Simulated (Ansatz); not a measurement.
Start of a relaxation, O put at a hollow Ti-Ti-Ti site (Ti, P6_3/mmc (No. 194), (0 0 1) face):

```yaml
crystal:
  lattice:
    - [2.93580, 0.00000, 0.00000]
    - [-1.46790, 2.54247, 0.00000]
    - [0.00000, 0.00000, 23.63619]
  atoms:
    - { symbol: Ti, position: [0.33333, 0.66667, 0.35962] }
    - { symbol: Ti, position: [0.66667, 0.33333, 0.45320] }
    - { symbol: Ti, position: [0.33333, 0.66667, 0.54674] }
    - { symbol: O, position: [0.00000, 0.00000, 0.61020] }
```

Theory: Ansatz, DFT r2SCAN, scalar-relativistic, plane waves, PAW. Settings: cutoff 500 eV, Γ-centred mesh 12×12×1 on the computed 4-atom cell, Gaussian smearing of 0.10 eV; no spin polarisation. A dipole correction removes the field between periodic images along c.

Atoms 1 (counted from 1) are held. The cell is fixed. Force threshold 0.03 eV/Å.

**Question.** Where does it end?

**Answer.** The energy falls by 2.783 eV in 7 steps, to:

```yaml
crystal:
  lattice:
    - [2.93580, 0.00000, 0.00000]
    - [-1.46790, 2.54247, 0.00000]
    - [0.00000, 0.00000, 23.63619]
  atoms:
    - { symbol: Ti, position: [0.33333, 0.66667, 0.35962] }
    - { symbol: Ti, position: [0.66667, 0.33333, 0.45181] }
    - { symbol: Ti, position: [0.33333, 0.66667, 0.55809] }
    - { symbol: O, position: [0.00000, 0.00000, 0.59374] }
```

The end is the local minimum or symmetric point that this start leads to. The slab is only 4.6 Å thick, so the energy isn't converged with thickness.

Spin polarisation was left out, and a magnetic state may lie lower.

Cost: 1 run of about 0.76 core-minutes, on AMD EPYC 9R45 (Zen 5) (shared hosts).